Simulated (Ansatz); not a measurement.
HfO2: the change of pressure with volume scale

Free energy against uniform scaling of the volume at fixed shape and fractions; periodic cell, basis, potentials, k mesh and filling as listed. The results are calculated, by Ansatz 0.2.0.

The cell before it is scaled or strained (space group P4_2/mnm, No. 136):
```
CELL_PARAMETERS angstrom
4.82950 0.00000 0.00000
0.00000 4.82950 0.00000
0.00000 0.00000 3.21610
ATOMIC_POSITIONS crystal
Hf 0.00000 0.00000 0.00000
Hf 0.50000 0.50000 0.50000
O 0.19496 0.80504 0.50000
O 0.30504 0.30504 0.00000
O 0.69496 0.69496 0.00000
O 0.80504 0.19496 0.50000
```

Settings of every row: functional PBEsol; dispersion none; potentials PAW; wave cutoff 462.59 eV; density cutoff 1850.4 eV; k mesh 4x4x6; k shift 0x0x0; occupations fixed; smearing width 0 eV; spin none.

Limits: no spin-orbit coupling, which can matter with elements this heavy; the cell comes from a prototype or a list of computed structures and needn't be the stable phase.

| row | volume scale | V (Å³/atom) | pressure (GPa) | energy above lowest point (meV/atom) |
| --- | --- | --- | --- | --- |
| 1 | 0.9406 | 11.759 | 15.39 | 32.7 |
| 2 | 0.9703 | 12.131 | 6.85 | 7.2 |
| 3 | 1 | 12.502 | ? | ? |
| 4 | 1.0297 | 12.873 | -6.71 | 8.5 |
| 5 | 1.0594 | 13.245 | -12.06 | 30.4 |

Question: what pressure should row 3 give?

Worked fit of pressure. Take u = (V_r/V)^(2/3) − 1 with V_r = 12.502 Å³ an atom, which is twice the finite (Eulerian) strain; such expansions in the strain, on which the Birch-Murnaghan equation of state is built, carry the rest volume and the bulk modulus. The shown rows have u = 0.04169, 0.02029, -0.01931, -0.03776. Least squares give pressure = −0.458 + 341.82 × u + 917.4 × u² GPa; a straight line predicts inner rows, each left out in turn, worse (root mean square 0.84 against 0.015 GPa). The rows lie off it by 0.00, -0.01, 0.01, 0.00. The pressure vanishes at u = 0.0013, or V = 12.48 Å³ an atom, and there the bulk modulus at fixed shape and fractions is B = −V dP/dV = (2/3)(1 + u) dP/du = 230 GPa. Letting shape and atoms relax would as a rule lower it, by much in layered, chain or molecular crystals. The withheld row has u = 0, so the fit gives −0.458 + 341.82 × (0) + 917.4 × (0)² = -0.46 GPa.

The calculation gave -0.45 GPa. The fit lies 0.01 GPa (2.2 % of the value, 0.036 % of the column's range) below it, one unit of the last digit.

The other values of row 3: energy above lowest point 0 meV/atom.
